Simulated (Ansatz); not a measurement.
A run of Ansatz 0.2.0 is set up as follows.

input.yaml

```yaml
crystal:
  lattice:
    - [3.71, 0.0, 0.0]
    - [-1.855, 3.212954248, 0.0]
    - [0.0, 0.0, 5.691]
  atoms:
    - { symbol: As, position: [0.6666666667, 0.3333333333, 0.75] }
    - { symbol: As, position: [0.3333333333, 0.6666666667, 0.25] }
    - { symbol: Mn, position: [0.0, 0.0, 0.5], spin: 4.0 }
    - { symbol: Mn, position: [0.0, 0.0, 0.0], spin: 4.0 }
hamiltonian:
  xc: revpbe
  pseudopotentials: { kind: paw }
  dispersion: d3bj
magnetization:
  spin_polarized: true
kpoints:
  mp_grid: { grid: [8, 8, 5] }
scf:
  occupations: { method: fermi_dirac, width: 0.05 }
output:
  forces: true
  stress: true
relax:
  f_tol: 0.01
  max_steps: 40
  cell: { stress_tol: 0.05 }
```

Potentials or basis: Ansatz PAW.

Command:

```bash
$ ansatz run input.yaml --threads 2 --pin off --max-ram 5632MiB --backend cpu --events-out ev --progress --plain --runs-dir out
```

Question: Predict the site moments.

Answer: As -0.09; Mn +2.60 μB.

Question: Estimate the relaxed volume.

Answer: 14.90 Å³/atom.

Question: Estimate the net moment.

Answer: 5.20 μB per cell.

Question: Predict the relaxed cell.

Answer: a = 3.566 Å, b = 3.566 Å, c = 5.412 Å, α = 90.00°, β = 90.00°, γ = 120.00°.

Final structure:
```yaml
crystal:
  lattice:
    - [3.56642, 0.00000, 0.00000]
    - [-1.78321, 3.08861, 0.00000]
    - [0.00000, 0.00000, 5.41208]
  atoms:
    - { symbol: As, position: [0.66667, 0.33333, 0.75000] }
    - { symbol: As, position: [0.33333, 0.66667, 0.25000] }
    - { symbol: Mn, position: [0.00000, 0.00000, 0.50000] }
    - { symbol: Mn, position: [0.00000, 0.00000, 0.00000] }
```

Caveat: the volume moved by -12 % from the deposited cell, more than functionals usually miss; the PAW data sets come from PBE, with cores solved anew for the run's functional, which leaves a small shift of forces and pressure.
